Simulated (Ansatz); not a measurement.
# MnS (I-4m2): equation of state

Aim: the bulk modulus of MnS (I-4m2) from energies at several volumes around the relaxed one, with shape and atoms relaxed at each.

Computed with Ansatz 0.2.0 (DFT r²SCAN, scalar-relativistic, plane waves, PAW, unless a step's input says otherwise).

**1. The structure to begin with**

It takes space group I-4m2 (No. 119, tetragonal). The conventional cell has a = 3.946 Å, b = 3.946 Å, c = 5.471 Å, α = 90.00°, β = 90.00°, γ = 90.00°. Mn (site symmetry -4m2) has 4 S at 2.40 Å as nearest neighbours. S (site symmetry -4m2) is surrounded by 4 Mn at 2.40 Å.

Coordinates:

```xyz
4
Lattice="0.0000 2.7900 -2.7900 0.0000 2.7900 2.7900 5.4711 0.0000 0.0000" Properties=species:S:1:pos:R:3 pbc="T T T"
Mn    0.0000    0.0000    0.0000
S     1.3678    1.3950    1.3950
Mn    2.7355    2.7900    0.0000
S     4.1033    4.1850    1.3950
```

This cell comes from an earlier session at r²SCAN: 21.293 Å³/atom at 0.00 GPa, on a 6×6×4 mesh. The large moments point both ways and cancel.

Volume factors to run: 0.980, 1.020, 0.960, 1.040.

**2. At 0.980 of the relaxed volume**

input.yaml

```yaml
crystal:
  lattice:
    - [0.0, 2.7712501638, -2.7712501638]
    - [0.0, 2.7712501638, 2.7712501638]
    - [5.4343437211, 0.0, 0.0]
  atoms:
    - { symbol: Mn, position: [0.0, 0.0, 0.0], spin: 4.54 }
    - { symbol: S, position: [0.0, 0.5, 0.2499999987] }
    - { symbol: Mn, position: [0.5, 0.5, 0.5], spin: -4.54 }
    - { symbol: S, position: [0.5, 1.0, 0.7500000013] }
basis:
  ecutwfc: 500
  ecutrho_ratio: 4
kpoints:
  mp_grid: { grid: [6, 6, 4] }
hamiltonian:
  xc: r2scan
scf:
  occupations: { method: gaussian, width: 0.05 }
output:
  forces: true
  stress: true
  eigenvalues: true
  populations: true
magnetization:
  spin_polarized: true
relax:
  f_tol: 0.01
  max_steps: 40
  cell: { stress_tol: 0.1, fix: [volume] }
```

Run with:

```
$ ansatz run input.yaml --threads 2 --pin off --max-ram 5120MiB --backend cpu --events-out ev --progress --plain --runs-dir out
```

The runs that follow: At 1.020 of the relaxed volume; Scaling the volume by 0.960; At 1.040 of the relaxed volume.

Before running it: what results should come out? Wanted: V0; B0; B0′; scatter of the fit.

The runs gave:

| quantity | value |
| --- | --- |
| V0 | 21.294 Å³/atom |
| B0 | 60 GPa |
| B0′ | 3.1 |
| scatter of the fit | 0.000 meV/atom |

A third-order Birch–Murnaghan fit puts the minimum at 21.29 Å³/atom with a bulk modulus of 60 GPa. One per cent of compression takes about 0.60 GPa. The gap on the mesh opens from 1.99 to 2.30 eV as the cell expands over this range. The moment on atom 1 grows from 4.06 to 4.19 μB on expansion. These are values at 0 K without zero-point motion.
